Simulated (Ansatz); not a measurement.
Input file:

```yaml
crystal:
  lattice:
    - [5.74906, 0.0, 0.0]
    - [-2.87453, 4.978832, 0.0]
    - [0.0, 0.0, 16.224885]
  atoms:
    - { symbol: W, position: [0.0, 0.0, 0.0616337] }
    - { symbol: C, position: [0.3349494, 0.16639232, 0.1445509] }
    - { symbol: W, position: [-0.00107077, -0.00069706, 0.23483831] }
    - { symbol: C, position: [0.31818042, 0.16580197, 0.3147201] }
    - { symbol: W, position: [0.0, 0.5, 0.0616337] }
    - { symbol: C, position: [0.33450991, 0.66878442, 0.1438217] }
    - { symbol: W, position: [-0.00052413, 0.50280591, 0.23798774] }
    - { symbol: C, position: [0.32942925, 0.66649894, 0.30817894] }
    - { symbol: W, position: [0.5, 0.0, 0.0616337] }
    - { symbol: C, position: [0.83292417, 0.16719094, 0.14406543] }
    - { symbol: W, position: [0.50052483, 0.00415413, 0.2392928] }
    - { symbol: C, position: [0.84760287, 0.16977433, 0.31689816] }
    - { symbol: W, position: [0.5, 0.5, 0.0616337] }
    - { symbol: C, position: [0.8333127, 0.66485423, 0.14278874] }
    - { symbol: W, position: [0.49951581, 0.50176594, 0.23803287] }
    - { symbol: C, position: [0.83372796, 0.67749149, 0.30712727] }
    - { symbol: C, position: [0.68301321, 0.0752902, 0.38440269] }
    - { symbol: H, position: [0.29770886, 0.17739082, 0.3808981] }
    - { symbol: H, position: [0.64309212, -0.1120978, 0.41414085] }
    - { symbol: H, position: [0.62568099, 0.20194861, 0.41851803] }
basis:
  ecutwfc: 420.0
kpoints:
  mp_grid: { grid: [5, 5, 1] }
hamiltonian:
  xc: pbe
  dispersion: d3bj
  pseudopotentials: { kind: paw, azcp: { folder: soft_1 } }
scf:
  occupations: { method: gaussian, width: 0.15 }
  lower_state_search: "off"
neb:
  images: 5
  f_tol: 0.05
  initial_path: idpp
  max_iterations: 36
  constraints: [{ sites: [0, 4, 8, 12] }]
  final_atoms:
    - { symbol: W, position: [0.0, 0.0, 0.0616337] }
    - { symbol: C, position: [0.33292417, 0.16719094, 0.14406543] }
    - { symbol: W, position: [0.00052483, 0.00415413, 0.2392928] }
    - { symbol: C, position: [0.34760287, 0.16977433, 0.31689816] }
    - { symbol: W, position: [0.0, 0.5, 0.0616337] }
    - { symbol: C, position: [0.3333127, 0.66485423, 0.14278874] }
    - { symbol: W, position: [-0.00048419, 0.50176594, 0.23803287] }
    - { symbol: C, position: [0.33372796, 0.67749149, 0.30712727] }
    - { symbol: W, position: [0.5, 0.0, 0.0616337] }
    - { symbol: C, position: [0.8349494, 0.16639232, 0.1445509] }
    - { symbol: W, position: [0.49892923, -0.00069706, 0.23483831] }
    - { symbol: C, position: [0.81818042, 0.16580197, 0.3147201] }
    - { symbol: W, position: [0.5, 0.5, 0.0616337] }
    - { symbol: C, position: [0.83450991, 0.66878442, 0.1438217] }
    - { symbol: W, position: [0.49947587, 0.50280591, 0.23798774] }
    - { symbol: C, position: [0.82942925, 0.66649894, 0.30817894] }
    - { symbol: C, position: [1.18301321, 0.0752902, 0.38440269] }
    - { symbol: H, position: [0.79770886, 0.17739082, 0.3808981] }
    - { symbol: H, position: [1.14309212, -0.1120978, 0.41414085] }
    - { symbol: H, position: [1.12568099, 0.20194861, 0.41851803] }
  order_check: true
```

Run as:

```bash
$ ansatz run input.yaml --threads 4 --pin off --max-ram 10240MiB --backend cpu --events-out ev --progress --plain --runs-dir out
```

Hardware: 4 threads of Arm Neoverse V2 (shared host).

Roughly how long does this run take, and how much memory?

59 min, with a peak of 3.9 GiB, for 27 band iterations.
